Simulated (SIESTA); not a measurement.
Runs of SIESTA 5.4.2 on As. The structure is orthorhombic, space group Cmce (No. 64). The conventional cell has a = 3.650 Å, b = 11.000 Å, c = 4.470 Å, α = 90.00°, β = 90.00°, γ = 90.00°. As (site symmetry m) has 3 As at 2.48 to 2.49 Å as nearest neighbours. This isn't the form of As at room conditions, which is rhombohedral.

```tsv
task	level	potentials or basis	cell	gap on the mesh (eV)	pressure (GPa)	largest force (eV/Å)
single point	PBEsol	PseudoDojo 0.4 standard (PBEsol files), DZP (energy shift 0.003 Ry; two zetas on semicore shells)	as given	none	2.3	(a)
single point	PBEsol	PseudoDojo 0.4 standard (PBEsol files), DZP (energy shift 0.003 Ry; two zetas on semicore shells)	atoms moved at random, drawn with an rms of 0.05 Å	none	1.2	0.51
band structure	BLYP	PseudoDojo 0.4 standard (PBE files), DZP (energy shift 0.003 Ry; two zetas on semicore shells)	as given	-	10.3	0.59
band structure	AM05	PseudoDojo 0.4 standard (PBEsol files), DZP (energy shift 0.003 Ry; two zetas on semicore shells)	as given	none	2.3	0.40
```

Alike in all rows: no spin polarisation; k mesh 8 × 8 × 6; smearing fermi-dirac 0.05 eV; grid cutoff 500 Ry; energy shift 0.003 Ry.

Task: Estimate the missing entries.

Result: (a) 0.50.

Caveats: the basis of atomic orbitals isn't converged, which shifts pressures, moduli and gaps; the potentials were made for another functional, which shifts forces and pressure (some runs).

A k mesh can miss the band edges, and the runs leave out spin-orbit coupling on As.

A gap of «none» marks a metal or a gap under the smearing width.
